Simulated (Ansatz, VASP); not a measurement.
## AgBr in VASP and in Ansatz

File INCAR:

```
SYSTEM = AgBr
PREC     = Accurate       ! precision mode
ENCUT    = 520            ! plane-wave cutoff, eV
EDIFF    = 1E-7           ! SCF threshold, eV
ISMEAR   = -1             ! smearing method
SIGMA    = 0.05           ! smearing width, eV
LREAL    = .False.        ! projectors in reciprocal space
LASPH    = .True.         ! aspherical terms in the spheres
NELM     = 80             ! most SCF steps
ALGO     = Normal         ! electronic algorithm
ISIF     = 2              ! what is computed and relaxed
LWAVE    = .False.        ! write WAVECAR
LCHARG   = .False.        ! write CHGCAR
GGA      = PE             ! functional
NBANDS   = 16             ! bands
```

The input KPOINTS:

```
regular mesh
0
Gamma
  8 8 8
  0 0 0
```

File POSCAR:

```
AgBr
1.0
    0.0000000000      2.8115590699      2.8115590699
    2.8115590699      0.0000000000      2.8115590699
    2.8115590699      2.8115590699      0.0000000000
Ag Br
1 1
Direct
    0.0000000000      0.0000000000      0.0000000000
    0.5000000000      0.5000000000      0.5000000000
```

Contents of input.yaml:

```yaml
crystal:
  lattice:
    - [0.0, 2.8115590699, 2.8115590699]
    - [2.8115590699, 0.0, 2.8115590699]
    - [2.8115590699, 2.8115590699, 0.0]
  atoms:
    - { symbol: Ag, position: [0.0, 0.0, 0.0] }
    - { symbol: Br, position: [0.5, 0.5, 0.5] }
hamiltonian:
  xc: pbe
  pseudopotentials: { kind: paw }
kpoints:
  mp_grid: { grid: [8, 8, 8] }
scf:
  occupations: { method: fermi_dirac, width: 0.05 }
output:
  forces: true
  stress: true
  eigenvalues: true
```

Change from the starting cell: volume scaled by 0.94.

Alike in both runs: task single point; functional PBE; k mesh 8 × 8 × 8; occupations fermi-dirac, width 0.05 eV; no spin polarisation.

|  | VASP | Ansatz |
| --- | --- | --- |
| version | VASP 6.6.1 | Ansatz 0.2.0 |
| potentials or method | VASP PAW PBE potentials, release 64 (Ag, Br) | Ansatz PAW |
| plane-wave cutoff (eV) | 520 | 420 |
| valence electrons in the cell | 18 | 26 |

|  | VASP | Ansatz | Ansatz less VASP |
| --- | --- | --- | --- |
| gap on the k mesh at the Fermi level (eV) | 0.67 | 0.67 | +0.001 |
| least direct gap on the mesh (eV) | 2.83 | 2.84 | +0.001 |
| pressure (GPa) | 5.9 | 6.0 | +0.06 |

The two sets of potentials don't hold the same shells in valence.

A k mesh can miss the band edges.
